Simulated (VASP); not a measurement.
## LiH: relaxation of cell and atoms with LDA

Crystal: LiH.

```xyz
10
Lattice="2.8125 0.0000 0.0000 -1.4063 2.4357 0.0000 0.0000 0.0000 11.8418" Properties=species:S:1:pos:R:3 pbc="T T T"
Li    0.0000    0.0000    9.3903
Li    0.0000    0.0000    0.0000
Li    0.0000    0.0000    2.4515
Li    0.0000    1.6238    4.7640
Li    1.4063    0.8119    7.0778
H     0.0000    1.6238    8.2349
H     1.4063    0.8119   10.6171
H     0.0000    1.6238    1.2247
H     1.4063    0.8119    3.6069
H     0.0000    0.0000    5.9209
```

The cell was built by a generator and needn't be a form met in nature.

* Program: VASP 6.6.1
* Task: relaxation of cell and atoms
* Functional: LDA
* Potentials or basis: VASP PAW LDA potentials, release 64 (Li_sv, H)
* Cutoff: 600 eV
* k mesh: 8 × 8 × 3
* Occupations: fermi-dirac, width 0.05 eV
* Spin: no spin polarisation
* Target pressure: 20 GPa
* Further INCAR settings: ALGO = Normal; EDIFF = 1e-06; IBRION = 2; EDIFFG = -0.01; NSW = 40; ISIF = 3
* Target pressure: 20 GPa

```yaml
Relaxed_volume: 5.55 Å³/atom
Relaxed_cell: a = 2.472 Å, b = 2.472 Å, c = 10.488 Å, α = 90.00°, β = 90.00°, γ = 120.00°
Space_group_after_relaxing_to_0.05_Å: P-3m1 (No. 164)
Energy_change_on_relaxing_the_enthalpy_is_what_falls: +90.5 meV/atom
Ionic_steps: 9
Pressure_after_relaxing: 20.0 GPa
Largest_force_after_relaxing: 0.010 eV/Å
Band_gap_on_the_k_mesh: 2.92 eV, direct
```

Forces on the atoms (eV/Å):
```
Li   0.000  0.000  0.010
Li   0.000  0.000  0.000
Li   0.000  0.000 -0.010
Li   0.000  0.000 -0.004
Li   0.000  0.000  0.004
H    0.000  0.000  0.008
H    0.000  0.000  0.005
H    0.000  0.000 -0.005
H    0.000  0.000 -0.008
H    0.000  0.000  0.000
```

The path:
| step | energy change (eV) | largest force (eV/Å) | pressure (GPa) | volume (Å³) |
| --- | --- | --- | --- | --- |
| 1 | 0.0000 | 0.0129 | -2.83 | 81.12 |
| 2 | 0.0222 | 0.0077 | 4.28 | 68.30 |
| 3 | 0.5407 | 0.0391 | 14.48 | 58.93 |
| 4 | 0.9538 | 0.0577 | 20.75 | 55.14 |
| 5 | 0.8961 | 0.0552 | 19.88 | 55.59 |
| 6 | 0.8959 | 0.0235 | 19.90 | 55.59 |
| 7 | 0.8964 | 0.0213 | 19.90 | 55.58 |
| 8 | 0.9020 | 0.0113 | 19.98 | 55.54 |
| 9 | 0.9049 | 0.0097 | 20.02 | 55.51 |

Final structure:
```yaml
crystal:
  lattice:
    - [2.47213, 0.00000, 0.00000]
    - [-1.23606, 2.14092, 0.00000]
    - [0.00000, 0.00000, 10.48837]
  atoms:
    - { symbol: Li, position: [0.00000, 0.00000, 0.79350] }
    - { symbol: Li, position: [0.00000, 0.00000, 0.00000] }
    - { symbol: Li, position: [0.00000, 0.00000, 0.20650] }
    - { symbol: Li, position: [0.33333, 0.66667, 0.40229] }
    - { symbol: Li, position: [0.66667, 0.33333, 0.59771] }
    - { symbol: H, position: [0.33333, 0.66667, 0.69546] }
    - { symbol: H, position: [0.66667, 0.33333, 0.89666] }
    - { symbol: H, position: [0.33333, 0.66667, 0.10334] }
    - { symbol: H, position: [0.66667, 0.33333, 0.30454] }
    - { symbol: H, position: [0.00000, 0.00000, 0.50000] }
```

Levels at points of the mesh, in eV from the valence-band top:
| k point | band 7 | band 8 | band 9 | band 10 | band 11 | band 12 | band 13 | band 14 |
| --- | --- | --- | --- | --- | --- | --- | --- | --- |
| (0.00, 0.00, 0.00) | -6.31 | -6.28 | -4.86 | -4.70 | 6.34 | 6.59 | 12.67 | 12.73 |
| (0.50, 0.00, 0.00) | -3.72 | -2.01 | -1.99 | 0.00 | 2.92 | 4.57 | 4.59 | 5.87 |
| (0.50, 0.50, 0.00) | -3.72 | -2.01 | -1.99 | 0.00 | 2.92 | 4.57 | 4.59 | 5.87 |

Wall time 5 min on 1 thread of Intel(R) Xeon(R) Platinum 8488C (Sapphire Rapids), on a shared host, peak memory 0.22 GiB.

Caveat: the cutoff is under 1.25 times the usual one of these potentials, so pressure, stress and relaxed cells hold a basis-set (Pulay) error; the cell is relaxed towards a set pressure, so the enthalpy falls and the energy may rise; the volume moved by over 15 % at a fixed basis, so the end points are rough; an odd mesh through Γ misses points on the zone boundary, where band edges often lie.
